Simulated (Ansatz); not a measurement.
## Gd under changes of volume

One of the cells (34.580 Å³/atom); the others are scaled copies at fixed shape and fractional positions:

```
Gd
1.0
     0.00000    2.58582    2.58582
     2.58582    0.00000    2.58582
     2.58582    2.58582    0.00000
Gd
1
Cartesian
  0.0000 0.0000 0.0000
```

This isn't the form of Gd at room conditions, which is hcp.

- Program: Ansatz 0.2.0
- Functional: PBE
- Potentials or basis: all-electron LAPW, scalar-relativistic
- Cutoff: 159 eV (chosen from the basis error)
- Basis error allowed: 0.0005 eV/atom
- k mesh: 9 × 9 × 9
- Occupations: fermi-dirac, width 0.05 eV
- Spin: collinear spin, ferromagnetic start
- Starting moments: [7.0] μB

| volume (Å³/atom) | energy over the lowest point (meV/atom) | pressure (GPa) | moment (μB per cell) |
| --- | --- | --- | --- |
| 32.505 | 0.25 | 0.5 | 7.53 |
| 33.197 | 0.00 | -0.2 | 7.54 |
| 33.888 | 2.47 | -0.8 | 7.56 |
| 34.580 | 7.40 | -1.3 | 7.58 |
| 35.272 | 14.59 | -1.8 | 7.61 |
| 35.963 | 23.82 | -2.2 | 7.64 |
| 36.655 | ? | ? | ? |

Task: What does the run at 36.655 Å³/atom give?

Result: Energy over the lowest point 34.75 meV/atom; pressure -2.5 GPa; moment 7.67 μB per cell.

Worked out: A Birch-Murnaghan fit of order 3 (a polynomial in V^(-2/3)) to the other rows has its minimum at 32.91 Å³/atom with B0 = V·E''(V) = 31 GPa and B' = 3.4. It gives 34.93 meV/atom at 36.655 Å³/atom, against the run's 34.75, and -dE/dV = -2.8 GPa, against -2.5. A parabola through the other rows of the moment, of slope 0.0575 μB per Å³/atom there, extrapolates to 7.68 μB, against the run's 7.67.

Energies are extrapolated to zero smearing.

Caveats: an open f shell can end in a state above the lowest.
